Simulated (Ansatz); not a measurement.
# Si: energy over two strains

How does the energy of Si (Fd-3m, No. 227; 2 atoms in the cell) change over two coordinates at once? A grid of runs gives the map.

Method: DFT PBE, scalar-relativistic, plane waves, PAW, in Ansatz 0.2.0.

8 further runs of the same task are left out: 8 set aside as unsound or not needed.

**1. The starting structure**

Symmetry: Fd-3m, No. 227, cubic system. The conventional cell has a = 5.470 Å, b = 5.470 Å, c = 5.470 Å, α = 90.00°, β = 90.00°, γ = 90.00°. Si (site symmetry -43m) is surrounded by 4 Si at 2.37 Å.

As a file:

```xyz
2
Lattice="0.0000 2.7349 2.7349 2.7349 0.0000 2.7349 2.7349 2.7349 0.0000" Properties=species:S:1:pos:R:3 pbc="T T T"
Si    2.7349    2.7349    2.7349
Si    4.1023    4.1023    4.1023
```

This cell was relaxed beforehand with the same method: volume 20.46 Å³/atom, gap on the mesh 0.62 eV.

**3. Plan of the scan**

The energy is mapped over two homogeneous strains (x along [1 0 0], y along [0 1 0], z along [0 0 1] of the conventional cell).

- strain +e along x and -e along y: 9 values from −11.00 to 11.00 %
- strain +e along z and -e/2 along x and y: 9 values from −7.00 to 7.00 %

Nothing else is relaxed (symmetry fixes all fractional coordinates). Energies count from the relaxed crystal. Points are written as (first, second).

(The set-up runs are not shown.)

**4. The run at (−8.25 %, −7.00 %)**

input.yaml reads:

```yaml
crystal:
  lattice:
    - [0.0, 3.0562297304, 2.5434395072]
    - [2.604974334, 0.0, 2.5434395072]
    - [2.604974334, 3.0562297304, 0.0]
  atoms:
    - { symbol: Si, position: [0.5, 0.5, 0.5] }
    - { symbol: Si, position: [0.75, 0.75, 0.75] }
basis:
  ecutwfc: 420
kpoints:
  mp_grid: { grid: [8, 8, 8] }
hamiltonian:
  xc: pbe
scf:
  occupations: { method: gaussian, width: 0.05 }
output:
  forces: true
  stress: true
  eigenvalues: true
```

Run with:

```bash
ansatz run input.yaml --threads 1 --pin off --max-ram 2048MiB --backend cpu --events-out ev --progress --plain --runs-dir out
```

The session goes on with these runs: the other points that were computed.

**Question.** What will these runs give? Wanted: lowest point; highest computed point; pressure; band gap on the k-mesh.

The runs gave:

```
                   quantity                                                                              value
               lowest point                                                       (0.00 %, 0.00 %), 0 meV/atom
     highest computed point                                 (−11.00 %, −7.00 %), 214 meV/atom above the lowest
             pressure (GPa)  −0.65 at (−11.00 %, 7.00 %) to 0.07 at (0.00 %, 7.00 %); 0.03 at the lowest point
band gap on the k-mesh (eV)  0.00 at (−11.00 %, −7.00 %) to 0.65 at (0.00 %, 0.00 %); 0.65 at the lowest point
        time for all points                                                      56 s on 1 thread, shared host
```

What this shows: The lowest computed point is at (0.00 %, 0.00 %), which is the relaxed crystal itself. No other kind of well shows on this grid. The highest computed point, (−11.00 %, −7.00 %), lies 214 meV/atom above the lowest. Round the minimum the two coordinates are nearly uncoupled. The curvatures of the interpolated surface at the minimum, over the volume, give stiffnesses of about 200 and 140 GPa for the two patterns (per unit amplitude as drawn, so not the usual moduli); on a grid this wide they are rough. The gap closes in part of the range.

The gaps are Kohn-Sham values of a semilocal functional, not quasiparticle or optical gaps. Such gaps usually fall short of the measured ones.
